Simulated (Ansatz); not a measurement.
## Charge transition levels of the Se on the Zn site in ZnSe, term by term

The calculation used DFT PBE, scalar-relativistic, plane waves, PAW (Ansatz 0.2.0). Settings: 420 eV cutoff, 2×2×2 k-mesh, shifted by half a step, Gaussian smearing of 0.01 eV, collinear spin in charge +1 alone.

Host crystal, relaxed:

```
Zn Se
1.0
     0.00000    2.86588    2.86588
     2.86588    0.00000    2.86588
     2.86588    2.86588    0.00000
Zn Se
1 1
Cartesian
  0.0000 0.0000 0.0000
  4.2988 4.2988 4.2988
```

The Se on the Zn site was set at (0.000, 0.000, 0.000) of the host cell, in a supercell of 32 sites (753 Å³), relaxed at fixed cell in each charge q, from a start with the atoms near it displaced at random. In charges +1, 0 some atom moved by up to 0.8 Å, so the relaxed defect can differ in kind from the start: near the site, 4 Se at 2.48 Å became 3 Se at 2.58 Å, 1 Se at 3.05 Å (charge +1); 3 Se at 2.58 Å (charge 0). The host's Kohn–Sham gap is 1.15 eV and its static dielectric constant 10.8 (mean). For each charge: the supercell's free energy over the neutral one with q electrons exchanged at the valence band top, F(q) − F(0) + qE_v; the image-charge term; and the term that aligns the potential far from the defect with the host's.

```csv
q,F(q) − F(0) + qE_v (eV),image charge (eV),alignment (eV)
+2,-1.206,0.847,0.223
+1,-0.546,0.212,0.094
0,0.000,0.000,0.000
```

Add the terms and find the levels between neighbouring charges, ε(q/q′) = [A(q′) − A(q)]/(q − q′), with and without the two corrections.

A(q): -0.135 eV for +2, -0.241 eV for +1, 0.000 eV for 0.
```json
{"level": "(+2/+1)", "corrected (eV over E_v)": "-0.11", "uncorrected (eV)": "0.66"}
{"level": "(+1/0)", "corrected (eV over E_v)": "0.24", "uncorrected (eV)": "0.55"}
```

As a check, a point charge in a simple cubic cell of this volume has q²αe²/(2εL) = 0.208 q² eV (e² = 14.40 eV Å, α = 2.837, L = 9.10 Å); the shape of the real cell can change it somewhat. The term grows as q², so it pushes donor levels down and acceptor levels up. The program doubts the alignment for q = +2, +1, so levels beside it are uncertain by about that term.

Which of these charges is lowest with the Fermi level at the valence band top, at mid-gap and at the conduction band bottom?

The line A(q) + qE_F that lies lowest gives the charge: +1 at E_F = 0.00 eV, 0 at E_F = 0.58 eV, 0 at E_F = 1.15 eV. (+2/+1) falls outside this Kohn–Sham gap, so the change of charge isn't reached within it; the real gap is usually wider and may hold a localised level, while a level that comes from a carrier in the host's bands only marks the band edge and moves with it. Without the alignment that the program doubts, the level (+2/+1) would lie at 0.02 eV, inside the gap, so these runs don't decide whether the defect changes charge there. Charges beyond those computed could lie lower near the band edges.

The neutral defect forms at 3.03 eV with atoms taken from and returned to the elements. What are the formation energies at those three Fermi levels, and what share of sites would hold the defect at 1200 K with E_F at mid-gap, if the host still stood at that temperature?

E_f = E_f(0) + A(q) + qE_F = 2.79, 3.03, 3.03 eV. In the dilute limit the share is exp(−E_f/k_BT) = exp(−3.027/0.1034) = 1.9×10⁻¹³, leaving out degeneracy and vibrational entropy. Both elements stand at their elemental potentials, a limit that the host or competing compounds often put out of reach. The small cell and the narrow Kohn–Sham gap leave errors of tenths of an eV or more, which change the share by orders of magnitude.